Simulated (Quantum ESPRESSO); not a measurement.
# MoS2 in Quantum ESPRESSO: reference runs, part 2 of 2

Quantum ESPRESSO 7.5.

## (3) Single point, PBE (atoms moved at random, drawn with an rms of 0.05 Å)

pw.in reads:

```
&CONTROL
  calculation = 'scf'
  prefix = 'pwscf'
  outdir = './tmp'
  pseudo_dir = './pseudo'
  tprnfor = .true.
  tstress = .true.
  disk_io = 'nowf'
/
&SYSTEM
  ibrav = 0
  nat = 3
  ntyp = 2
  ecutwfc = 60
  ecutrho = 440
  nbnd = 20
  occupations = 'smearing'
  smearing = 'fd'
  degauss = 0.00367493
/
&ELECTRONS
  conv_thr = 6d-10
  electron_maxstep = 120
  mixing_beta = 0.5
/
ATOMIC_SPECIES
Mo    95.9500 Mo_ONCV_PBE-1.0.oncvpsp.upf
S     32.0600 s_pbe_v1.4.uspp.F.UPF
CELL_PARAMETERS angstrom
   3.1841260822    0.0000000000    0.0000000000
  -1.5920630411    2.7575340760    0.0000000000
   0.0000000000    0.0000000000   17.3345999500
ATOMIC_POSITIONS crystal
Mo     0.0028990000   -0.0138400000   -0.0004740000
S      0.3313860000    0.6610750000    0.9105550000
S      0.3217360000    0.6551810000    0.0895260000
K_POINTS automatic
10 10 2 0 0 0
```

Potentials or basis: SSSP 1.3 efficiency PBE.

On the command line:

```bash
$ OMP_NUM_THREADS=1 pw.x -in pw.in > pw.out
```

pw.out:

```text
This program is part of the open-source Quantum ESPRESSO suite
     for quantum simulation of materials; please cite
[... 6 lines left out ...]
     --------------------
     sticks:   dense  smooth     PW     G-vecs:    dense   smooth      PW
     Sum        1099     595    169               160029    64475   10143

     Using Slab Decomposition

     bravais-lattice index     =            0
     lattice parameter (alat)  =       6.0171  a.u.
     unit-cell volume          =    1027.1209 (a.u.)^3
     number of atoms/cell      =            3
     number of atomic types    =            2
     number of electrons       =        26.00
     number of Kohn-Sham states=           20
     kinetic-energy cutoff     =      60.0000  Ry
     charge density cutoff     =     440.0000  Ry
     scf convergence threshold =      6.0E-10
     mixing beta               =       0.5000
     number of iterations used =            8  plain     mixing
     Exchange-correlation=  SLA  PW   PBX  PBC
                           (   1   4   3   4   0   0   0)

     celldm(1)=   6.017126  celldm(2)=   0.000000  celldm(3)=   0.000000
     celldm(4)=   0.000000  celldm(5)=   0.000000  celldm(6)=   0.000000

     crystal axes: (cart. coord. in units of alat)
               a(1) = (   1.000000   0.000000   0.000000 )
               a(2) = (  -0.500000   0.866025   0.000000 )
               a(3) = (   0.000000   0.000000   5.444068 )

     reciprocal axes: (cart. coord. in units 2 pi/alat)
               b(1) = (  1.000000  0.577350 -0.000000 )
               b(2) = (  0.000000  1.154701  0.000000 )
               b(3) = (  0.000000 -0.000000  0.183686 )

     PseudoPot. # 1 for Mo read from file:
     Mo_ONCV_PBE-1.0.oncvpsp.upf
     Pseudo is Norm-conserving, Zval = 14.0
     Generated using ONCVPSP code by D. R. Hamann
     Using radial grid of 1526 points,  6 beta functions with:
                l(1) =   0
                l(2) =   0
                l(3) =   1
                l(4) =   1
                l(5) =   2
                l(6) =   2

     PseudoPot. # 2 for S  read from file:
     s_pbe_v1.4.uspp.F.UPF
     Pseudo is Ultrasoft + core correction, Zval =  6.0
     Generated by new atomic code, or converted to UPF format
     Using radial grid of  907 points,  6 beta functions with:
                l(1) =   0
                l(2) =   0
                l(3) =   1
                l(4) =   1
                l(5) =   2
                l(6) =   2
     Q(r) pseudized with  8 coefficients,  rinner =    1.300   1.300   1.300
                                                       1.300   1.300

     atomic species   valence    mass     pseudopotential
     Mo               14.00    95.95000     Mo( 1.00)
     S                 6.00    32.06000     S ( 1.00)

     No symmetry found

   Cartesian axes

     site n.     atom                  positions (alat units)
         1        Mo     tau(   1) = (   0.0098190  -0.0119858  -0.0025805  )
         2        S      tau(   2) = (   0.0008485   0.5725077   4.9571236  )
         3        S      tau(   3) = (  -0.0058545   0.5674034   0.4873857  )

     number of k points=   104  Fermi-Dirac smearing, width (Ry)=  0.0037

     Number of k-points >= 100: set verbosity='high' to print them.

     Dense  grid:   160029 G-vectors     FFT dimensions: (  45,  45, 225)

     Smooth grid:    64475 G-vectors     FFT dimensions: (  30,  30, 162)

     Initial potential from superposition of free atoms

     starting charge      25.9989, renormalised to      26.0000

     negative rho (up, down):  3.212E-06 0.000E+00
     Starting wfcs are   18 randomized atomic wfcs +    2 random wfcs

     Self-consistent Calculation

     iteration #  1     ecut=    60.00 Ry     beta= 0.50
     Davidson diagonalization with overlap
     ethr =  1.00E-02,  avg # of iterations =  5.6

     Threshold (ethr) on eigenvalues was too large:
     Diagonalizing with lowered threshold

     Davidson diagonalization with overlap
     ethr =  4.05E-04,  avg # of iterations =  2.9

     negative rho (up, down):  7.498E-07 0.000E+00

     total energy              =    -185.50679345 Ry
     estimated scf accuracy    <       0.11231140 Ry

     iteration #  2     ecut=    60.00 Ry     beta= 0.50
     Davidson diagonalization with overlap
     ethr =  4.32E-04,  avg # of iterations =  6.5

     negative rho (up, down):  3.211E-06 0.000E+00

     total energy              =    -185.50887169 Ry
     estimated scf accuracy    <       0.11133180 Ry

     iteration #  3     ecut=    60.00 Ry     beta= 0.50
     Davidson diagonalization with overlap
     ethr =  4.28E-04,  avg # of iterations =  2.3

     negative rho (up, down):  2.916E-06 0.000E+00

     total energy              =    -185.53112123 Ry
     estimated scf accuracy    <       0.03809543 Ry

     iteration #  4     ecut=    60.00 Ry     beta= 0.50
     Davidson diagonalization with overlap
     ethr =  1.47E-04,  avg # of iterations =  1.3

     negative rho (up, down):  3.083E-06 0.000E+00

     total energy              =    -185.53525888 Ry
     estimated scf accuracy    <       0.00223437 Ry

     iteration #  5     ecut=    60.00 Ry     beta= 0.50
     Davidson diagonalization with overlap
     c_bands:  1 eigenvalues not converged
     ethr =  8.59E-06,  avg # of iterations =  8.3

     negative rho (up, down):  3.255E-06 0.000E+00

     total energy              =    -185.53536311 Ry
     estimated scf accuracy    <       0.00640592 Ry

     iteration #  6     ecut=    60.00 Ry     beta= 0.50
     Davidson diagonalization with overlap
     ethr =  8.59E-06,  avg # of iterations =  3.7

     negative rho (up, down):  3.619E-06 0.000E+00

     total energy              =    -185.53601434 Ry
     estimated scf accuracy    <       0.00003763 Ry

     iteration #  7     ecut=    60.00 Ry     beta= 0.50
     Davidson diagonalization with overlap
     ethr =  1.45E-07,  avg # of iterations =  4.2

     negative rho (up, down):  3.771E-06 0.000E+00

     total energy              =    -185.53602660 Ry
     estimated scf accuracy    <       0.00000506 Ry

     iteration #  8     ecut=    60.00 Ry     beta= 0.50
     Davidson diagonalization with overlap
     ethr =  1.94E-08,  avg # of iterations =  2.0

     negative rho (up, down):  3.843E-06 0.000E+00

     total energy              =    -185.53602764 Ry
     estimated scf accuracy    <       0.00000012 Ry

     iteration #  9     ecut=    60.00 Ry     beta= 0.50
     Davidson diagonalization with overlap
     ethr =  4.44E-10,  avg # of iterations =  5.0

     negative rho (up, down):  3.862E-06 0.000E+00

     total energy              =    -185.53602778 Ry
     estimated scf accuracy    <       0.00000002 Ry

     iteration # 10     ecut=    60.00 Ry     beta= 0.50
     Davidson diagonalization with overlap
     ethr =  6.81E-11,  avg # of iterations =  2.0

     negative rho (up, down):  3.877E-06 0.000E+00

     End of self-consistent calculation

     Number of k-points >= 100: set verbosity='high' to print the bands.

     the Fermi energy is     0.6517 ev

!    total energy              =    -185.53602778 Ry
     estimated scf accuracy    <          4.3E-10 Ry
     smearing contrib. (-TS)   =      -0.00000000 Ry
     internal energy E=F+TS    =    -185.53602778 Ry

     The total energy is F=E-TS. E is the sum of the following terms:
     one-electron contribution =    -903.80140128 Ry
     hartree contribution      =     452.56152869 Ry
     xc contribution           =     -32.57732167 Ry
     ewald contribution        =     298.28116648 Ry

     convergence has been achieved in  10 iterations

     negative rho (up, down):  3.877E-06 0.000E+00

     Forces acting on atoms (cartesian axes, Ry/au):

     atom    1 type  1   force =    -0.03079754    0.01184790    0.01009965
     atom    2 type  2   force =     0.01194106   -0.00866490   -0.01447318
     atom    3 type  2   force =     0.01885648   -0.00318301    0.00437352

     Total force =     0.044753     Total SCF correction =     0.000022

     Computing stress (Cartesian axis) and pressure

     negative rho (up, down):  3.877E-06 0.000E+00
          total   stress  (Ry/bohr**3)                   (kbar)     P=        4.39
   0.00002510  -0.00001779   0.00002024            3.69       -2.62        2.98
  -0.00001779   0.00001140   0.00001545           -2.62        1.68        2.27
   0.00002024   0.00001545   0.00005306            2.98        2.27        7.81

=------------------------------------------------------------------------------=
   JOB DONE.
=------------------------------------------------------------------------------=
```

Run time: 4.6 min. Hardware: 1 thread of Arm Neoverse V2, shared host; peak memory 0.85 GiB.

Results:

| Quantity | Value |
| --- | --- |
| Free energy | -2524.3463 eV |
| Largest force | 0.887 eV/Å |
| Band gap on the k mesh | 1.73 eV, indirect (least direct gap 1.91 eV) |

Forces on the atoms (eV/Å):
```
Mo  -0.792  0.305  0.260
S    0.307 -0.223 -0.372
S    0.485 -0.082  0.112
```

Levels at points of the mesh, in eV from the valence-band top:
```tsv
k point	band 10	band 11	band 12	band 13	band 14	band 15	band 16	band 17
(0.00, 0.00, 0.00)	-1.84	-1.71	-1.40	0.00	2.51	2.89	2.95	3.09
(0.00, 0.00, -0.50)	-1.84	-1.71	-1.40	0.00	2.51	2.89	2.95	3.09
(0.00, -0.50, 0.00)	-3.28	-1.85	-1.10	-0.59	2.19	2.71	3.74	4.39
(0.00, -0.50, -0.50)	-3.28	-1.85	-1.10	-0.59	2.19	2.71	3.74	4.39
(0.50, -0.50, 0.00)	-3.18	-1.96	-1.02	-0.75	2.14	2.70	3.99	4.27
(-0.50, 0.00, 0.00)	-3.30	-1.83	-1.10	-0.58	2.20	2.71	3.72	4.38
(0.50, -0.50, -0.50)	-3.18	-1.96	-1.02	-0.75	2.14	2.70	3.99	4.27
(-0.50, 0.00, -0.50)	-3.30	-1.83	-1.10	-0.58	2.20	2.71	3.72	4.38
```
